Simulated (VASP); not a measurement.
# Ta (Pm-3m) in VASP: further runs, part 2 of 2

VASP 6.6.1. The steps go on from the part before.

## 5. Relaxation of cell and atoms, BLYP

This run uses another cell than the first one, of 19.51 Å³/atom, 0.910 times its volume.

The input, INCAR:

```
  PREC = Accurate
  ENCUT = 600
  EDIFF = 1E-6
  ISMEAR = -1
  SIGMA = 0.1
  LREAL = False
  LASPH = True
  NELM = 80
  ALGO = Fast
  ISIF = 3
  LWAVE = False
  LCHARG = False
  GGA = B5
  ALDAX = 1.0
  AGGAX = 1.0
  AGGAC = 1.0
  ALDAC = 0.0
  IBRION = 2
  NSW = 80
  EDIFFG = -0.01
```

The input, KPOINTS:

```
regular mesh
0
Gamma
  12 12 12
```

The input, POSCAR:

```
Ta
1.0
    2.6919965271      0.0000000000      0.0000000000
    0.0000000000      2.6919965271      0.0000000000
    0.0000000000      0.0000000000      2.6919965271
Ta
1
Direct
    0.0000000000      0.0000000000      0.0000000000
```

Potentials or basis: VASP PAW PBE potentials, release 64 (Ta_pv).

The run is started by

```console
$ cat potpaw_PBE.64/Ta_pv/POTCAR > POTCAR
$ mpirun -np 1 vasp_std > vasp.out
```

OUTCAR:

```text
PREC = Accurate
   ENCUT = 600
   EDIFF = 1E-6
   ISMEAR = -1
   LREAL = False
   LASPH = True
   NELM = 80
   ISIF = 3
   GGA = B5
   IBRION = 2
   NSW = 80
   EDIFFG = -0.01

 ion  position               nearest neighbor table
   1  0.000  0.000  0.000-

  LATTYP: Found a simple cubic cell.
 ALAT       =     2.6919965271

  Lattice vectors:

 A1 = (   2.6919965271,   0.0000000000,   0.0000000000)
 A2 = (   0.0000000000,   2.6919965271,   0.0000000000)
 A3 = (   0.0000000000,   0.0000000000,   2.6919965271)

Analysis of symmetry for initial positions (statically):
=====================================================================
 Subroutine PRICEL returns:
 Original cell was already a primitive cell.

 Routine SETGRP: Setting up the symmetry group for a
 simple cubic supercell.

 Subroutine GETGRP returns: Found 48 space group operations
 (whereof 48 operations were pure point group operations)
 out of a pool of 48 trial point group operations.

The static configuration has the point symmetry O_h .

Analysis of symmetry for dynamics (positions and initial velocities):
=====================================================================
 Subroutine PRICEL returns:
 Original cell was already a primitive cell.

 Routine SETGRP: Setting up the symmetry group for a
 simple cubic supercell.

 Subroutine GETGRP returns: Found 48 space group operations
 (whereof 48 operations were pure point group operations)
 out of a pool of 48 trial point group operations.

The dynamic configuration has the point symmetry O_h .

 Subroutine INISYM returns: Found 48 space group operations
 (whereof 48 operations are pure point group operations),
 and found     1 'primitive' translations

----------------------------------------------------------------------------------------

                                     Primitive cell

  volume of cell :      19.5085

  direct lattice vectors                    reciprocal lattice vectors
[... 116 lines left out ...]
 conjugate gradient relaxation of ions
 non-spin polarized calculation
 RMM-DIIS sequential band-by-band and
  energy-cutoff  :      600.00
  volume of cell :       19.51
 maximum number of plane-waves:       672
 NGX is ok and might be reduce to    24
   NGX = 11   NGY = 11   NGZ = 11

--------------------------------------- Ionic step        1  -------------------------------------------

 number of electron      10.9999999 magnetization

 Free energy of the ion-electron system (eV)
  ---------------------------------------------------
  ext. energy  EPLUGINS =         0.00000000
  ---------------------------------------------------
  free energy    TOTEN  =        -9.34673660 eV

  energy without entropy =       -9.32075241  energy(sigma->0) =       -9.33374451

------------------------ aborting loop because EDIFF is reached ----------------------------------------

  FORCE on cell =-STRESS in cart. coord.  units (eV):
  Direction    XX          YY          ZZ          XY          YZ          ZX
  --------------------------------------------------------------------------------------
  -------------------------------------------------------------------------------------
  Total        1.9647940      1.9647940      1.9647940      0.0000000     -0.0000000     -0.0000000
  in kB      161.3630577    161.3630577    161.3630577      0.0000000     -0.0000000     -0.0000000
  external PRESSURE =     161.3630577 kB  Pullay stress =       0.0000000 kB
[... 22 lines left out ...]
--------------------------------------- Ionic step        2  -------------------------------------------

 number of electron      11.0000004 magnetization

 E-fermi :   3.5192     XC(G=0): -10.1700

 val. band max:        3.4869963674   @ k =   0.4167   0.3333   0.2500
 cond. band min:       3.5622290257   @ k =   0.4167   0.0000   0.0000
 fundamental gap:      0.0752326583
 Fermi energy:         3.5192048704

 k-point     1 :       0.0000    0.0000    0.0000
  band No.  band energies     occupation
      1     -30.3863      2.00000
      2     -30.3863      2.00000
      3     -30.3862      2.00000
      4      -2.8096      2.00000
      5       1.5022      2.00000
      6       1.5022      2.00000
      7       8.0784      0.00000
      8       8.0784      0.00000
      9       8.0784      0.00000
[... 345 lines left out ...]
--------------------------------------- Ionic step        4  -------------------------------------------

 number of electron      11.0000002 magnetization

 Free energy of the ion-electron system (eV)
  ---------------------------------------------------
  ext. energy  EPLUGINS =         0.00000000
  ---------------------------------------------------
  free energy    TOTEN  =        -9.44035429 eV

  energy without entropy =       -9.41214434  energy(sigma->0) =       -9.42624932

 E-fermi :   4.6813     XC(G=0): -10.9633

 val. band max:        4.5718535880   @ k =   0.4167   0.3333   0.2500
 cond. band min:       4.7056174707   @ k =   0.3333   0.2500   0.2500
 fundamental gap:      0.1337638827
 Fermi energy:         4.6812698059

 k-point     1 :       0.0000    0.0000    0.0000
  band No.  band energies     occupation
      1     -28.7057      2.00000
      2     -28.7057      2.00000
      3     -28.7057      2.00000
      4      -2.2468      2.00000
      5       2.1791      2.00000
      6       2.1791      2.00000
      7      10.3788      0.00000
      8      10.3788      0.00000
      9      10.3788      0.00000
[... 304 lines left out ...]
  FREE ENERGIE OF THE ION-ELECTRON SYSTEM (eV)
  ---------------------------------------------------
  free  energy   TOTEN  =        -9.4403542932 eV

  energy  without entropy=       -9.4121443439  energy(sigma->0) =       -9.42624932

 reached required accuracy - stopping structural energy minimisation
```

CONTCAR:

```text
Ta
   1.00000000000000
     2.7832391529857810   -0.0000000000000000   -0.0000000000000000
     0.0000000000000000    2.7832391529857810   -0.0000000000000000
     0.0000000000000000   -0.0000000000000000    2.7832391529857810
  Ta
     1
Direct
     0.0000000000000000    0.0000000000000000    0.0000000000000000

  0.00000000E+00  0.00000000E+00  0.00000000E+00
```

Wall time 64 s (1 thread of AMD EPYC 7R13 (Zen 3), shared host); peak memory 0.12 GiB.

What came out:

```yaml
Free_energy: -9.4404 eV
Relaxed_volume: 21.56 Å³/atom
Relaxed_cell: a = 2.783 Å, b = 2.783 Å, c = 2.783 Å, α = 90.00°, β = 90.00°, γ = 90.00°
Space_group_after_relaxing_to_0.05_Å: Pm-3m (No. 221)
Energy_gained_by_relaxing: 93.6 meV/atom
Ionic_steps: 4
Pressure_after_relaxing: -0.1 GPa
Band_gap_on_the_k_mesh: none (metal or under the smearing width)
```

Step by step:
| step | energy change (eV) | largest force (eV/Å) | pressure (GPa) | volume (Å³) |
| --- | --- | --- | --- | --- |
| 1 | 0.0000 | 0.0000 | 16.14 | 19.51 |
| 2 | 0.1397 | 0.0000 | -15.95 | 25.60 |
| 3 | -0.0934 | 0.0000 | -0.64 | 21.65 |
| 4 | -0.0936 | 0.0000 | -0.06 | 21.56 |

Final structure:
```xyz
1
Lattice="2.7832 0.0000 0.0000 0.0000 2.7832 0.0000 0.0000 0.0000 2.7832" Properties=species:S:1:pos:R:3 pbc="T T T"
Ta    0.0000    0.0000    0.0000
```

Levels at points of the mesh, in eV from the Fermi level:
```csv
k point,band 3,band 4,band 5,band 6,band 7,band 8,band 9
"(0.00, 0.00, 0.00)",-33.39,-6.93,-2.50,-2.50,5.70,5.70,5.70
"(0.50, 0.00, 0.00)",-33.29,-3.66,-1.62,0.23,2.26,2.26,6.06
"(0.50, 0.50, 0.00)",-33.20,-3.62,-1.43,2.96,2.96,5.04,5.04
"(0.50, 0.50, 0.50)",-34.17,-2.12,-2.12,-2.12,8.01,8.32,8.32
```

Caveat: the PAW data sets were made with another functional, which shifts forces and pressure a little.

## 6. The runs side by side

```csv
task,cell,k mesh,cutoff (eV),gap on the mesh (eV),pressure (GPa)
single point,"Pm-3m, 21.44 Å³/atom",18 × 18 × 18,520,none,0.9
single point,"Pm-3m, 20.59 Å³/atom",13 × 13 × 13,520,none,6.5
single point,"Pm-3m, 21.44 Å³/atom",12 × 12 × 12,520,none,0.6
relaxation of cell and atoms,relaxed,12 × 12 × 12,600,none,-0.1
```

Alike in all rows: level BLYP; potentials or basis VASP PAW PBE potentials, release 64 (Ta_pv); no spin polarisation; smearing fermi-dirac 0.1 eV.

Every run on the cell as given and a fine mesh finds a metal.

Caveats: the PAW data sets were made with another functional, which shifts forces and pressure a little.

Absolute energies hang on the potentials; compare differences alone.
